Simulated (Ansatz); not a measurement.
**The polar optical mode of SrO at 9.2 GPa, worked through**

Method: DFT PBE, scalar-relativistic, plane waves, PAW (Ansatz). Plane waves to 420 eV; Γ-centred k mesh 10×10×10; fixed occupations. No spin polarisation. Phonons by linear response, acoustic sum rule imposed.

The cell is fixed (symmetry leaves no force on the atoms) and stands under 9.2 GPa:
```yaml
crystal:
  lattice:
    - [0.00000, 2.69780, 2.69780]
    - [2.69780, 0.00000, 2.69780]
    - [2.69780, 2.69780, 0.00000]
  atoms:
    - { symbol: Sr, position: [0.00000, 0.00000, 0.00000] }
    - { symbol: O, position: [0.25000, 0.25000, 0.25000] }
```

The cell is the ideal cubic zincblende prototype; this isn't the usual structure of the compound.

Linear response gives ν_TO = 379.0 cm⁻¹, Born charges ±2.172 e (positive on Sr) and ε∞ = 3.431. The primitive cell holds 39.270 Å³, and the masses are 87.620 and 15.999 amu.

**Question.** Find ν_LO and the static dielectric constant.

**Answer.** The long-wave field adds a restoring force: ω_LO² − ω_TO² = Z*²e²/(ε_vac ε∞ μV). In these units ν_LO² − ν_TO² = 4.92064×10⁷ Z*²/(μ V ε∞) cm⁻², with μ = m₁m₂/(m₁ + m₂) = 13.529 amu: 127324 cm⁻². So ν_LO = √(379.0² + 127324) = 520.6 cm⁻¹, and the run gives 520.6. Lyddane–Sachs–Teller then gives ε0 = ε∞ (ν_LO/ν_TO)² = 6.47, against 6.47 in the run (it forms both from the same three quantities, so the match checks the arithmetic only). Between ν_TO and ν_LO the dielectric function is negative and an undamped crystal reflects fully: a reststrahlen band from 19.2 to 26.4 μm.

**Question.** What do the Clausius–Mossotti polarisability and the Szigeti charge come to?

**Answer.** With the Lorentz local field, α = (3V/4π)(ε∞ − 1)/(ε∞ + 2) = 4.20 Å³ for the pair, and e_S = 3Z*/(ε∞ + 2) = 1.20 e. The Born charge includes the electrons' response to the dipole's own local field, and e_S takes that enhancement out. The Lorentz field assumes point-like polarisable ions, a fair picture at this small ε∞.

**Question.** How strongly does a slow electron couple to the LO mode?

**Answer.** For one isotropic parabolic band, Fröhlich's constant is α_F = (1/ε∞ − 1/ε0) √(m* Ry/ħω_LO), with Ry = 13.606 eV, ħω_LO = 64.5 meV and m* in free-electron masses: α_F = 0.1370 × 14.52 × √m* = 1.99 √m*. The band mass isn't part of this run; for m* = 0.1, 0.3 and 1 it gives 0.63, 1.09, 1.99. In weak coupling the polaron lies α_F ħω_LO below the band edge (70 meV at m* = 0.3) with a mass m*(1 + α_F/6); past α_F of about 5 or 6 that expansion fails. A semilocal functional's ε∞ tends to be too large, which taken alone lowers α_F.

Cost: 1 run of about 0.31 core-minutes, on Intel Xeon 6975P-C (Granite Rapids) (shared hosts).